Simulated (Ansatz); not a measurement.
RbBr, space group Fm-3m, a single point

Computed with Ansatz 0.2.0 through its Python package.

Run as a notebook:

**Cell 1**
```python
import json

import ansatz as az
import numpy as np
```

**Cell 2**
```python
SETTINGS = {
    "dispersion": "d3bjatm",
    "cutoff_ev": 260,
    "mesh": (3, 3, 3),
    "filling": "fixed",
    "n_empty": 4,
}

lattice = az.Lattice.of(
    (0.0, 3.427, 3.427),
    (3.427, 0.0, 3.427),
    (3.427, 3.427, 0.0),
)
sites = [
    ("Rb", (0.0, 0.0, 0.0)),
    ("Br", (0.5, 0.5, 0.5)),
]
rbbr = az.Crystal(lattice=lattice)
for symbol, position in sites:
    rbbr = rbbr.atom(symbol, position)
```

**Cell 3**
```python
[site.symbol for site in rbbr.resolved().sites]
```
Output:
```text
['Rb', 'Br']
```

**Cell 4**
```python
# functional, basis and sampling
calculation = (
    rbbr.calculation()
    .functional(az.Functional.HSE06, dispersion=SETTINGS["dispersion"])
    .basis(SETTINGS["cutoff_ev"])
    .kpoints(mesh=SETTINGS["mesh"])
    .occupations(SETTINGS["filling"])
    .scf(extra_bands=SETTINGS["n_empty"])
    .band_table()
)
session = calculation.session()
planned = session.plan(threads=1)
out = planned.execute()
report = out.report
```
Output:
```text
DeckWarning: basis.ecutwfc = 260 eV is below the records' recommended 420 eV, and the density's cutoff is lower with it unless basis.ecutrho_ratio is high enough to keep the records' density cutoff: compare with a run at a higher cutoff
DeckWarning: basis.ecutrho_ratio 4 (ecutrho = 1040 eV, dense FFT grid 27×27×27): the grid does not resolve the core-correction charge of Br (measure 0.09 e/Å^2.5); warned from 0.08. The energy and each atom's force then go with where the atoms sit on the [...]
```

**Cell 5**
```python
report["kpoints_frac"][:4]
```
Output:
```text
[[0.0, 0.0, 0.0], [0.0, 0.0, 0.3333333333333333], [0.0, 0.3333333333333333, 0.3333333333333333],
 [0.0, 0.3333333333333333, -0.33333333333333337]]
```

**Cell 6**
```python
[(site.symbol, site.position_frac.round(4).tolist()) for site in out.lattice.sites]
```
Output:
```text
[(<Element.RB: 'Rb'>, [0.0, 0.0, 0.0]), (<Element.BR: 'Br'>, [0.5, 0.5, 0.5])]
```

**Cell 7**
```python
for key in ("converged", "n_iterations", "n_electrons", "n_kpoints", "n_pw", "n_symmetry_ops", "free_energy_ev", "fermi_energy_ev"):
    print(f"{key:18s} {report[key]}")
```
Output:
```text
converged          True
n_iterations       9
n_electrons        16.0
n_kpoints          4
n_pw               749
n_symmetry_ops     48
free_energy_ev     -6058.989656351308
fermi_energy_ev    0.3555855963430269
```

**Cell 8**
```python
used = report["setup"]
print("cutoffs (eV):", used["ecut_ev"], used["ecutrho_ev"], " FFT grid:", used["fft_dense"])
print("cell volume {:.3f} A^3, {} symmetry operations".format(used["cell_volume_ang3"], used["n_sym_ops"]))
```
Output:
```text
cutoffs (eV): 260.0 1040.0  FFT grid: [27, 27, 27]
cell volume 80.496 A^3, 48 symmetry operations
```

**Cell 9**
```python
print("doubts on the final state:", report["published_state_doubts"] or "none")
print("warnings:", sorted({n["data"]["kind"] for n in out.notices if n["data"].get("severity") in ("warning", "doubt")}) or "none")
```
Output:
```text
doubts on the final state: none
warnings: none
```

**Cell 10**
```python
keep = ["free_energy_ev", "energy_sigma0_ev", "fermi_energy_ev", "n_iterations", "converged", "magnetization_mub", "n_kpoints"]
with open("rbbr.json", "w") as handle:
    json.dump({key: report[key] for key in keep}, handle, indent=1)
```

**Cell 11**
```python
# band edges over the mesh points; the true edges can lie between them
levels = np.array(report["eigenvalues_ev"])
filled = round(report["n_electrons"] / 2)
top, bottom = levels[:, filled - 1], levels[:, filled]
print("top of band", filled, "at k =", report["kpoints_frac"][top.argmax()], f"{top.max():.4f} eV")
print("bottom of band", filled + 1, "at k =", report["kpoints_frac"][bottom.argmin()], f"{bottom.min():.4f} eV")
print(f"gap by band count {bottom.min() - top.max():.3f} eV, least direct gap {(bottom - top).min():.3f} eV")
```
Output:
```text
top of band 8 at k = [0.0, 0.0, 0.0] 0.3556 eV
bottom of band 9 at k = [0.0, 0.0, 0.0] 5.9010 eV
gap by band count 5.545 eV, least direct gap 5.545 eV
```

File `rbbr.json` afterwards:
```json
{
 "free_energy_ev": -6058.989656351308,
 "energy_sigma0_ev": -6058.989656351308,
 "fermi_energy_ev": 0.3555855963430269,
 "n_iterations": 9,
 "converged": true,
 "magnetization_mub": 0.0,
 "n_kpoints": 4
}
```

These settings explore the input space; cutoff and mesh may be short of convergence. The cutoff lies under the one recommended for these potentials. Along an axis with an odd division the mesh misses the point at one half; a gap read on a finite mesh is an upper bound on this functional's gap. Under fixed occupations the level called the Fermi level is the highest filled one on the SCF mesh; off the mesh a filled band can lie a little above it. Energy and stress may still move on a finer k-point mesh. Only differences from the Fermi energy are physical; the zero of the scale is a convention. Of the deposited cell: the entry's cell lengths or inner coordinates differ somewhat from later room-temperature determinations. The starting cell is as deposited in a crystallographic database; the results hold for this polymorph, which needn't be the stable one. Gaps and levels are Kohn-Sham values on a finite set of k-points, without spin-orbit coupling. Warnings are shown shortened and without file and line. Timing: 3.3 s on 1 thread of Intel(R) Xeon(R) 6975P-C (Granite Rapids), with other jobs on the host, peak memory 0.48 GiB.

(Lines on the test bed's own set-up are left out of the output.)
